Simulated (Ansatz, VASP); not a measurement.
**Sn: VASP beside Ansatz**

```
CELL_PARAMETERS angstrom
-2.94014 2.94014 1.59930
2.94014 -2.94014 1.59930
2.94014 2.94014 -1.59930
ATOMIC_POSITIONS crystal
Sn 0.75000 0.25000 0.50000
Sn 0.00000 0.00000 0.00000
```

Alike in both runs: task single point; functional LDA; k mesh 18 × 18 × 18; occupations gaussian, width 0.15 eV; no spin polarisation.

|  | VASP | Ansatz |
| --- | --- | --- |
| version | VASP 6.6.1 | Ansatz 0.2.0 |
| potentials or method | VASP PAW LDA potentials, release 64 (Sn_d) | scalar-relativistic, plane waves, PAW |
| plane-wave cutoff (eV) | 520 | 420 |
| valence electrons in the cell | 28 | 28 |

|  | VASP | Ansatz | Ansatz less VASP |
| --- | --- | --- | --- |
| gap on the k mesh at the Fermi level (eV) | none | none | - |
| pressure (GPa) | -2.9 | -2.9 | +0.03 |

A gap of «none» marks a metal or a gap that the smearing closes.
